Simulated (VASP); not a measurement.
Set up this calculation in VASP 6.6.1, as the native input.

* Task: single point
* Functional: PBE
* Potentials or basis: VASP PAW PBE potentials, release 64 (Pt)
* Cutoff: 520 eV
* k mesh: 9 × 9 × 4
* Occupations: gaussian, width 0.1 eV
* Spin: no spin polarisation
* Dipole correction: no
* Further INCAR settings: ALGO = Normal; EDIFF = 1e-06; NBANDS = 17

The structure of Pt lies in POSCAR:

```
Pt
1.0
    2.6688964899      0.0000000000      0.0000000000
   -1.3344482449      2.3113321603      0.0000000000
    0.0000000000      0.0000000000      4.2227143299
Pt
2
Direct
    0.3333333333      0.6666666667      0.2500000000
    0.6666666667      0.3333333333      0.7500000000
```

This isn't the form of Pt at room conditions, which is fcc.

The cell isn't the ideal one: Hf replaced by Pt, lengths x 0.866, strained and moved within the space group.

The input as run:

INCAR

```
ALGO = Normal
EDIFF = 1E-6
ENCUT = 520
GGA = PE
ISIF = 2
ISMEAR = 0
LASPH = T
LCHARG = T
LELF = T
LREAL = F
LVHAR = T
LWAVE = F
NBANDS = 17
NELM = 60
PREC = Accurate
SIGMA = 0.1
```

KPOINTS

```
k-points
0
Gamma
  9 9 4
```

Potentials or basis: VASP PAW PBE potentials, release 64 (Pt).

Run with:

```bash
$ cat potpaw_PBE.64/Pt/POTCAR > POTCAR
$ mpirun -np 1 vasp_std > vasp.out
```

Results of the run:

The pressure is 77.6 GPa. The band gap on the k mesh is none (metal or under the smearing width).

Caveat: the k mesh is coarse (spacing up to 0.37 Å⁻¹), so the values aren't converged; the cell as given lies far from equilibrium; so large a pressure means that the cell lies far from this level's equilibrium, or that cutoff or potentials fall short.

Run time: 8.7 s on 1 thread of Intel(R) Xeon(R) Platinum 8559C (Emerald Rapids), on a shared host, peak memory 0.14 GiB.
